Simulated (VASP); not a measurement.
## VASP 6.6.1 run: AlN

INCAR

```
LREAL = .FALSE.
LCHARG = .FALSE.
MAGMOM = -0.5 0.5
ENCUT = 520
LASPH = .TRUE.
ISMEAR = 0
PREC = Accurate
EDIFF = 1E-7
IBRION = -1
NBANDS = 11
LWAVE = .FALSE.
ISIF = 2
NSW = 0
SIGMA = 0.2
ISPIN = 2
GGA = PE
NELM = 120
```

KPOINTS

```
KPOINTS created by Atomic Simulation Environment
0
Monkhorst-Pack
10 10 10
0 0 0
```

POSCAR

```
Al N
 1.0000000000000000
     0.0000000000000000    2.1848764208000002    2.1848764208000002
     2.1706747241000000    0.0000000000000000    2.1848764208000002
     2.1706747241000000    2.1848764208000002    0.0000000000000000
 Al  N
   1   1
Cartesian
  0.0000000000000000  0.0000000000000000  0.0000000000000000
  1.0853373620500000  1.0924382104000001  1.0924382104000001
```

The recommended PBE PAW datasets give the neutral cell 8 valence electrons.

Command

```
mpirun -np 1 vasp_std
```

Question: How does this run end, and what does it give?

Answer: It converged. Results: pressure 5.7 GPa; magnetic moment of the cell 0.00 μB.

OSZICAR

```
N       E                     dE             d eps       ncg     rms          rms(c)
DAV:   1     0.111143698421E+02    0.11114E+02   -0.38760E+03 12380   0.606E+02
DAV:   2    -0.162664572390E+02   -0.27381E+02   -0.26362E+02 14428   0.138E+02
DAV:   3    -0.171560117769E+02   -0.88955E+00   -0.88851E+00 14816   0.237E+01
DAV:   4    -0.171606856358E+02   -0.46739E-02   -0.46735E-02 13777   0.187E+00
DAV:   5    -0.171607419091E+02   -0.56273E-04   -0.56273E-04 14701   0.198E-01    0.881E+00
DAV:   6    -0.148466293030E+02    0.23141E+01   -0.11973E+01 14215   0.173E+01    0.284E+00
DAV:   7    -0.148429411726E+02    0.36881E-02   -0.17956E-01 13501   0.326E+00    0.207E+00
DAV:   8    -0.148365705638E+02    0.63706E-02   -0.28749E-02 13228   0.159E+00    0.656E-01
DAV:   9    -0.148365549538E+02    0.15610E-04   -0.41464E-03 13891   0.424E-01    0.268E-01
DAV:  10    -0.148365475655E+02    0.73883E-05   -0.23440E-04 14260   0.120E-01    0.174E-01
DAV:  11    -0.148366002543E+02   -0.52689E-04   -0.14026E-04 13438   0.765E-02    0.288E-02
DAV:  12    -0.148366051163E+02   -0.48620E-05   -0.70498E-06 13672   0.229E-02    0.884E-03
DAV:  13    -0.148366060570E+02   -0.94068E-06   -0.29875E-07 14416   0.506E-03    0.718E-03
DAV:  14    -0.148366060995E+02   -0.42472E-07   -0.21418E-07 13078   0.350E-03
   1 F= -.14836606E+02 E0= -.14836606E+02  d E =-.841145E-10  mag=     0.0000
```

Standard output (part)

```
POSCAR found type information on POSCAR AlN
 POSCAR found :  2 types and       2 ions
 LDA part: xc-table for (Slater+PW92), standard interpolation
 POSCAR, INCAR and KPOINTS ok, starting setup
 WAVECAR not read
 entering main loop
```

The shifted mesh misses Γ, so a band edge there is missed.

For comparison, a separate PBE run of the intended cell, on usual settings and not on those above, gives a gap of 3.28 eV on its mesh and a pressure of 5.7 GPa.
